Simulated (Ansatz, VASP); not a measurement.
**One calculation of AlN, two programs**

```xyz
4
Lattice="3.3575 0.0000 0.0000 -1.6787 2.9077 0.0000 0.0000 0.0000 4.0751" Properties=species:S:1:pos:R:3 pbc="T T T"
Al    0.0000    1.9384    3.0564
Al    1.6787    0.9692    1.0188
N     0.0000    1.9384    1.0188
N     1.6787    0.9692    3.0564
```

Alike in both runs: task single point; functional PBE; k mesh 9 × 9 × 6; occupations gaussian, width 0.05 eV; no spin polarisation.

|  | VASP | Ansatz |
| --- | --- | --- |
| version | VASP 6.6.1 | Ansatz 0.2.0 |
| potentials or method | VASP PAW PBE potentials, release 64 (Al, N) | scalar-relativistic, plane waves, PAW |
| plane-wave cutoff (eV) | 520 | 420 |
| valence electrons in the cell | 16 | 16 |

Ansatz gave:

| Property | Result |
| --- | --- |
| gap on the k mesh at the Fermi level (eV) | 3.38 |
| least direct gap on the mesh (eV) | 3.38 |
| pressure (GPa) | -0.3 |
| largest component of the traceless stress (GPa) | 5.05 |

Task: What did VASP give for the same quantities?

Result: gap on the k mesh at the Fermi level (eV): 3.39; least direct gap on the mesh (eV): 3.39; pressure (GPa): -0.5; largest component of the traceless stress (GPa): 5.16.

PBE gaps usually lie below the measured ones, often by a third to a half.
